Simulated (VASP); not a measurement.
# Ga (C2/c) in VASP: further runs

One crystal, Ga, is run at these levels: PBE; tasks: single point.

Program: VASP 6.6.1. These are calculated values, not measurements. Logs are shortened: lines on timing, memory, paths and dates and some standing lists are left out, and cuts for length are marked.

## Step 1: The crystal as given

The structure is monoclinic, space group C2/c (No. 15). Conventional cell: a = 2.766 Å, b = 8.053 Å, c = 3.332 Å, α = 90.00°, β = 92.02°, γ = 90.00°. Around Ga (site symmetry 2) lie 8 Ga at 2.69 to 2.92 Å.

This isn't the form of Ga at room conditions, which is orthorhombic.

## Step 2: Single point, PBE

INCAR reads:

```
PREC = Accurate
ENCUT = 450
EDIFF = 1E-6
ISMEAR = 0
SIGMA = 0.15
LREAL = False
LASPH = True
NELM = 100
ALGO = Normal
ISIF = 2
LWAVE = False
LCHARG = False
GGA = PE
NBANDS = 20
ADDGRID = False
```

KPOINTS reads:

```
regular mesh
0
Gamma
  11 11 9
```

POSCAR reads:

```
Ga
1.0
    1.3830000000     -4.0265000000      0.0000000000
    1.3830000000      4.0265000000      0.0000000000
   -0.1174474948      0.0000000000      3.3299294416
Ga
2
Direct
    0.1310000000      0.8690000000      0.7500000000
    0.8690000000      0.1310000000      0.2500000000
```

Potentials or basis: VASP PAW PBE potentials, release 64 (Ga_d).

Launch:

```bash
cat potpaw_PBE.64/Ga_d/POTCAR > POTCAR
mpirun -np 1 vasp_std > vasp.out
```

OUTCAR:

```text
PREC = Accurate
   ENCUT = 450
   EDIFF = 1E-6
   ISMEAR = 0
   LREAL = False
   LASPH = True
   NELM = 100
   ISIF = 2
   GGA = PE

 Found    300 irreducible k-points:

 Following reciprocal coordinates:
            Coordinates               Weight
  0.000000  0.000000  0.000000      1.000000
  0.090909 -0.000000  0.000000      4.000000
  0.181818  0.000000 -0.000000      4.000000
  0.272727 -0.000000  0.000000      4.000000
  0.363636 -0.000000 -0.000000      4.000000
  0.454545 -0.000000  0.000000      4.000000
   k-points           NKPTS =    300   k-points in BZ     NKDIM =    300   number of bands    NBANDS=     20
   number of dos      NEDOS =    301   number of ions     NIONS =      2
   total plane-waves  NPLWV =  21600
   dimension x,y,z NGX =    30 NGY =   30 NGZ =   24
   dimension x,y,z NGXF=    60 NGYF=   60 NGZF=   48
   ions per type =               2
   NGX,Y,Z   is equivalent  to a cutoff of  11.71, 11.71, 11.97 a.u.
   NGXF,Y,Z  is equivalent  to a cutoff of  23.43, 23.43, 23.95 a.u.
 SYSTEM =  unknown system
   PREC   = accura    normal or accurate (medium, high low for compatibility)
   ISTART =      0    job   : 0-new  1-cont  2-samecut
   ICHARG =      2    charge: 1-file 2-atom 10-const
   ISPIN  =      1    spin polarized calculation?
   LNONCOLLINEAR =      F non collinear calculations
   LSORBIT =      F    spin-orbit coupling
   LASPH  =      T    aspherical Exc in radial PAW
   ENCUT  =  450.0 eV  33.07 Ry    5.75 a.u.   7.36  7.36  5.76*2*pi/ulx,y,z
   NELM   =    100;   NELMIN=  2; NELMDL= -5     # of ELM steps
   EDIFF  = 0.1E-05   stopping-criterion for ELM
[... 8 lines left out ...]
   TEBEG  =    0.0;   TEEND  =   0.0 temperature during run
   PSTRESS=    0.0 pullay stress
   NELECT =      26.0000    total number of electrons
   NUPDOWN=      -1.0000    fix difference up-down
   EMIN   =  10.00;   EMAX   =-10.00  energy-range for DOS
   EFERMI =   0.00;   METHOD = LEGACY
   ISMEAR =     0;   SIGMA  =   0.15  broadening in eV -4-tet -1-fermi 0-gaus
   EFERMI_NEDOS =   21; number of points for ismear=-14 and -15
   IALGO  =     38    algorithm
   IMIX   =      4    mixing-type and parameters
     AMIX     =   0.40;   BMIX     =  1.00
     AMIX_MAG =   1.60;   BMIX_MAG =  1.00
  volume/ion in A,a.u.               =      18.54       125.14
  Fermi-wavevector in a.u.,A,eV,Ry     =   1.454323  2.748273 28.777089  2.115056
  Thomas-Fermi vector in A             =   2.571487
   LORBIT       =      0    0 simple, 1 ext, 2 COOP (PROOUT), +10 PAW based schemes
   GGA     = PE    functional components
   LHFCALC =     F    Hartree Fock is set to
   AEXX    =    0.0000 exact exchange contribution
   IVDW    =     0    specifies the selected vdW correction
   LEPSILON=     F    determine dielectric tensor
   LRPA    =     F    only Hartree local field effects (RPA)
 non-spin polarized calculation
 Gauss-broadening in eV      SIGMA  =   0.15
  energy-cutoff  :      450.00
  volume of cell :       37.09
 maximum number of plane-waves:       825
 NGX is ok and might be reduce to    30
   NGX = 15   NGY = 15   NGZ = 11

 number of electron      25.9999982 magnetization

 Free energy of the ion-electron system (eV)
  ---------------------------------------------------
  ext. energy  EPLUGINS =         0.00000000
  ---------------------------------------------------
  free energy    TOTEN  =        -5.76769273 eV

  energy without entropy =       -5.75945291  energy(sigma->0) =       -5.76357282

 E-fermi :   5.7275     XC(G=0): -11.0573

 val. band max:        5.7215070276   @ k =   0.3636   0.0909   0.4444
 cond. band min:       5.7348213635   @ k =  -0.2727  -0.4545   0.2222
 fundamental gap:      0.0133143359
 Fermi energy:         5.7274841828

 k-point     1 :       0.0000    0.0000    0.0000
  band No.  band energies     occupation
      1      -9.5035      2.00000
      2      -9.4935      2.00000
      3      -9.4564      2.00000
      4      -9.4328      2.00000
      5      -9.1591      2.00000
      6      -9.1580      2.00000
      7      -9.1296      2.00000
      8      -9.1268      2.00000
      9      -9.1141      2.00000
     10      -8.9783      2.00000
     11      -5.5716      2.00000
     12       3.5650      2.00000
     13       4.0331      2.00000
     14       7.2905      0.00000
     15      11.0912      0.00000
     16      15.3554      0.00000
     17      15.8459      0.00000
     18      16.0757      0.00000
     19      16.3806      0.00000
     20      18.7568      0.00000

 k-point     2 :       0.0909   -0.0000    0.0000
  band No.  band energies     occupation
      1      -9.4968      2.00000
      2      -9.4801      2.00000
      3      -9.4386      2.00000
      4      -9.4009      2.00000
      5      -9.1745      2.00000
      6      -9.1727      2.00000
      7      -9.1411      2.00000
      8      -9.1378      2.00000
      9      -9.1163      2.00000
     10      -8.9812      2.00000
     11      -5.3877      2.00000
     12       3.1271      2.00000
     13       4.8019      2.00000
     14       7.4863      0.00000
     15      11.2593      0.00000
     16      12.9724      0.00000
     17      14.0879      0.00000
     18      15.8116      0.00000
     19      16.7251      0.00000
     20      19.5575      0.00000

 k-point     3 :       0.1818    0.0000   -0.0000
  band No.  band energies     occupation
      1      -9.4793      2.00000
      2      -9.4505      2.00000
      3      -9.3902      2.00000
      4      -9.3198      2.00000
      5      -9.2160      2.00000
      6      -9.2108      2.00000
      7      -9.1641      2.00000
      8      -9.1625      2.00000
      9      -9.1241      2.00000
     10      -8.9905      2.00000
     11      -4.8317      2.00000
     12       2.8395      2.00000
     13       6.0534      0.00212
     14       8.0623      0.00000
     15       9.7392      0.00000
     16      11.5294      0.00000
     17      11.8821      0.00000
     18      15.7216      0.00000
     19      16.8963      0.00000
     20      20.4842      0.00000

 k-point     4 :       0.2727   -0.0000    0.0000
  band No.  band energies     occupation
      1      -9.4578      2.00000
      2      -9.4182      2.00000
      3      -9.3382      2.00000
      4      -9.2990      2.00000
      5      -9.2708      2.00000
      6      -9.1901      2.00000
      7      -9.1845      2.00000
      8      -9.1661      2.00000
      9      -9.1354      2.00000
     10      -9.0059      2.00000
     11      -3.8974      2.00000
     12       2.8522      2.00000
     13       6.6371      0.00000
     14       7.5369      0.00000
     15       8.9986      0.00000
     16       9.5753      0.00000
     17      12.7109      0.00000
     18      15.6443      0.00000
     19      17.1207      0.00000
     20      19.9110      0.00000

 k-point     5 :       0.3636   -0.0000   -0.0000
  band No.  band energies     occupation
      1      -9.4404      2.00000
      2      -9.4036      2.00000
      3      -9.3390      2.00000
      4      -9.3230      2.00000
      5      -9.3096      2.00000
      6      -9.2054      2.00000
      7      -9.1636      2.00000
      8      -9.1519      2.00000
      9      -9.0667      2.00000
     10      -9.0242      2.00000
     11      -2.5905      2.00000
     12       2.8784      2.00000
     13       4.3084      2.00000
     14       7.1523      0.00000
     15       9.8146      0.00000
     16      10.2837      0.00000
     17      13.9891      0.00000
     18      15.3128      0.00000
     19      16.9839      0.00000
     20      18.1628      0.00000

 k-point     6 :       0.4545   -0.0000    0.0000
  band No.  band energies     occupation
      1      -9.4306      2.00000
      2      -9.4180      2.00000
      3      -9.3595      2.00000
      4      -9.3276      2.00000
      5      -9.3168      2.00000
      6      -9.2087      2.00000
      7      -9.1684      2.00000
      8      -9.1332      2.00000
      9      -9.0381      2.00000
     10      -9.0032      2.00000
     11      -0.9786      2.00000
     12       1.2795      2.00000
     13       4.1797      2.00000
     14       5.9133      0.07983
     15      11.1731      0.00000
     16      11.8431      0.00000
     17      14.3530      0.00000
     18      15.3757      0.00000
     19      15.7107      0.00000
     20      17.7791      0.00000

 [... further k-points ...]

------------------------ aborting loop because EDIFF is reached ----------------------------------------

  FORCE on cell =-STRESS in cart. coord.  units (eV):
  Direction    XX          YY          ZZ          XY          YZ          ZX
  --------------------------------------------------------------------------------------
  -------------------------------------------------------------------------------------
  Total        0.2920646      0.3912921      0.4780397      0.0000000      0.0000000      0.0794613
  in kB       12.6175359     16.9042850     20.6518814      0.0000000      0.0000000      3.4328222
  external PRESSURE =      16.7245674 kB  Pullay stress =       0.0000000 kB

 VOLUME and BASIS-vectors are now :
 -----------------------------------------------------------------------------
  energy-cutoff  :      450.00
  volume of cell :       37.09
      direct lattice vectors                 reciprocal lattice vectors
     1.383000000 -4.026500000  0.000000000     0.361532899 -0.124177325  0.012751361
     1.383000000  4.026500000  0.000000000     0.361532899  0.124177325  0.012751361
    -0.117447495  0.000000000  3.329929442     0.000000000  0.000000000  0.300306663

 POSITION                                       TOTAL-FORCE (eV/Angst)
 -----------------------------------------------------------------------------------
      1.29491      2.97156      2.49745         0.000000     -0.229042      0.000000
      1.35364     -2.97156      0.83248        -0.000000      0.229042     -0.000000
 -----------------------------------------------------------------------------------
    total drift:                                0.000000      0.000000     -0.000000

  FREE ENERGIE OF THE ION-ELECTRON SYSTEM (eV)
  ---------------------------------------------------
  free  energy   TOTEN  =        -5.7676927295 eV

  energy  without entropy=       -5.7594529081  energy(sigma->0) =       -5.76357282
```

Wall time 2.3 min (1 thread of Intel Xeon Platinum 8259CL at 2.50GHz (Skylake/Cascade Lake), shared host); peak memory 0.26 GiB.

The run converged, but some of its settings lie outside the range that counts as converged, so its numbers aren't taken as properties of the crystal.

What came out:

| Quantity | Value |
| --- | --- |
| Free energy | -5.7677 eV |
| Pressure | 1.7 GPa |
| Largest force | 0.229 eV/Å |
| Band gap on the k mesh | none (metal or under the smearing width) |

## Step 3: Single point, PBE

INCAR is that of step 2.

KPOINTS is that of step 2.

POSCAR reads:

```
Ga
1.0
    1.3830000000     -4.0265000000      0.0000000000
    1.3830000000      4.0265000000      0.0000000000
   -0.1174474948      0.0000000000      3.3299294416
Ga
2
Direct
    0.0863460000      0.8268100000      0.7848140000
    0.8777350000      0.1376800000      0.2531650000
```

Potentials or basis: VASP PAW PBE potentials, release 64 (Ga_d).

Launch:

```bash
cat potpaw_PBE.64/Ga_d/POTCAR > POTCAR
mpirun -np 1 vasp_std > vasp.out
```

It took 4.7 min on 1 thread of Intel Xeon Platinum 8259CL at 2.50GHz (Skylake/Cascade Lake), shared host; peak memory 0.36 GiB.

These settings aren't checked as converged: the numbers below hold their error.

Results:

- Free energy: -5.7515 eV
- Pressure: 2.1 GPa
- Largest force: 0.364 eV/Å
- Band gap on the k mesh: none (metal or under the smearing width)
